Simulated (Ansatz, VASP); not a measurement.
# Pd: VASP beside Ansatz

```xyz
1
Lattice="2.1841 0.0000 0.0000 -1.0920 1.8915 0.0000 0.0000 0.0000 2.0913" Properties=species:S:1:pos:R:3 pbc="T T T"
Pd    0.0000    0.0000    0.0000
```

Change from the starting cell: volume scaled by 0.52, PAW files.

Alike in both runs: task single point; functional PBE; k mesh 16 × 16 × 15; occupations fermi-dirac, width 0.08 eV; no spin polarisation.

|  | VASP | Ansatz |
| --- | --- | --- |
| version | VASP 6.6.1 | Ansatz 0.2.0 |
| potentials or method | VASP PAW PBE potentials, release 64 (Pd) | PAW with Ansatz's default frozen-core files, scalar-relativistic |
| plane-wave cutoff (eV) | 520 | 420 |
| valence electrons in the cell | 10 | 18 |

Ansatz gave:

| Item | Value |
| --- | --- |
| pressure (GPa) | 510.0 |
| largest component of the traceless stress (GPa) | 0.03 |

Problem. What did VASP give for the same quantities?

Solution. Pressure (GPa): 499.6; largest component of the traceless stress (GPa): 8.02.

The functional is the same, so the differences come from potentials, cutoffs and numerics. The two sets of potentials don't hold the same shells in valence.

Caveats: the cell as given lies far from equilibrium; so large a pressure means that the cell lies far from this level's equilibrium, or that cutoff or potentials fall short (VASP).
